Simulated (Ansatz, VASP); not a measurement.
## One calculation of CaO, two programs

The input INCAR:

```
SYSTEM = CaO
PREC = Accurate ; ENCUT = 520
EDIFF = 1E-7 ; ISMEAR = 0
SIGMA = 0.05 ; LREAL = .False.
LASPH = .True. ; NELM = 80
ALGO = Normal ; ISIF = 2
LWAVE = .False. ; LCHARG = .False.
GGA = CA ; NBANDS = 15
```

Contents of KPOINTS:

```
regular mesh
0
Gamma
  8 8 8
  0 0 0
```

POSCAR

```
CaO
1.0
    0.0000000000      2.4857350000      2.5224700000
    2.4857350000      0.0000000000      2.5224700000
    2.4857350000      2.4857350000      0.0000000000
Ca O
1 1
Direct
    0.0000000000      0.0000000000      0.0000000000
    0.5000000000      0.5000000000      0.5000000000
```

Input for Ansatz:

```yaml
crystal:
  lattice:
    - [0.0, 2.485735, 2.52247]
    - [2.485735, 0.0, 2.52247]
    - [2.485735, 2.485735, 0.0]
  atoms:
    - { symbol: Ca, position: [0.0, 0.0, 0.0] }
    - { symbol: O, position: [0.5, 0.5, 0.5] }
basis:
  ecutwfc: 420
kpoints:
  mp_grid: { grid: [8, 8, 8] }
hamiltonian:
  xc: lda
scf:
  occupations: { method: gaussian, width: 0.05 }
output:
  forces: true
  stress: true
  eigenvalues: true
```

Change from the starting cell: strain +0.015 along x and y, +0.030 along z, atoms carried along.

Alike in both runs: task single point; functional LDA; k mesh 8 × 8 × 8; occupations gaussian, width 0.05 eV; no spin polarisation.

|  | VASP | Ansatz |
| --- | --- | --- |
| version | VASP 6.6.1 | Ansatz 0.2.0 |
| potentials or method | VASP PAW LDA potentials, release 64 (Ca_sv, O) | scalar-relativistic, plane waves, PAW |
| plane-wave cutoff (eV) | 520 | 420 |
| valence electrons in the cell | 16 | 16 |

VASP gave:

```
gap on the k mesh at the Fermi level (eV)       : 3.46
least direct gap on the mesh (eV)               : 3.68
pressure (GPa)                                  : -15.0
largest component of the traceless stress (GPa) : 0.55
```

Question: Which values does Ansatz return?

Answer: gap on the k mesh at the Fermi level (eV): 3.49; least direct gap on the mesh (eV): 3.68; pressure (GPa): -15.5; largest component of the traceless stress (GPa): 0.51.

Caveats: so large a pressure means that the cell lies far from this level's equilibrium, or that cutoff or potentials fall short (VASP). A k mesh can miss the band edges.
